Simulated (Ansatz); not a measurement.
Does relaxation matter for the field gradients of SnO₂?

Start: a computed structure from the Materials Project (it need not be an observed phase).

```yaml
crystal:
  lattice:
    - [4.78800, 0.00000, 0.00000]
    - [0.00000, 4.86658, 0.00000]
    - [0.00000, 0.00000, 3.24090]
  atoms:
    - { symbol: Sn, position: [0.50000, 0.50000, 0.50000] }
    - { symbol: Sn, position: [0.00000, 0.00000, 0.00000] }
    - { symbol: O, position: [0.29185, 0.32104, 0.00000] }
    - { symbol: O, position: [0.79185, 0.17896, 0.50000] }
    - { symbol: O, position: [0.20814, 0.82104, 0.50000] }
    - { symbol: O, position: [0.70815, 0.67896, 0.00000] }
```

Atom numbers follow the list; atoms alike are taken as one site, whose name carries the number of the first.

The numbers come from a DFT calculation in Ansatz (r2SCAN, plane waves and PAW, scalar-relativistic, 500 eV cutoff, Γ-centred 7×7×10 k-points, Fermi–Dirac smearing 0.01 eV).

The largest force at the start is 0.13 eV/Å. Relaxing the ions at fixed cell moves them by 0.087 Å at most (atom 3, O) and 0.071 Å rms.

| site | atom | moved (Å) | first shell before | first shell after | V_zz before (10²¹ V/m²) | η before |
| --- | --- | --- | --- | --- | --- | --- |
| Sn | 1 | 0.000 | 6 O at 2.09–2.10 Å | 6 O at 2.09–2.10 Å | -5.05 | 0.86 |
| O | 3 | 0.087 | 3 Sn at 2.09–2.10 Å | 3 Sn at 2.09–2.10 Å | -10.99 | 0.11 |

**Question.** What are V_zz and η after the relaxation?

**Answer.** 

| site | atom | V_zz after | η after | change of V_zz |
| --- | --- | --- | --- | --- |
| Sn | 1 | -5.25 | 0.80 | -0.20 |
| O | 3 | -10.98 | 0.10 | +0.01 |

The largest change of V_zz is on Sn, from -5.05 to -5.25. In per cent, |V_zz| changes by +4 on Sn, 0 on O (all sites that start above 0.5).

At this cell the r2SCAN pressure is -8 GPa, so with r2SCAN the cell would shrink if it were relaxed. The entry's cell may itself be off. Without spin–orbit coupling (the program notes it for Sn) the gradients are little affected as a rule: paired runs on crystals with a gap mostly move them by under 2 % at such atoms. With these PAW files V_zz is typically within 2 to 3 % of all-electron values, but misses above 10 % occur on Sn.
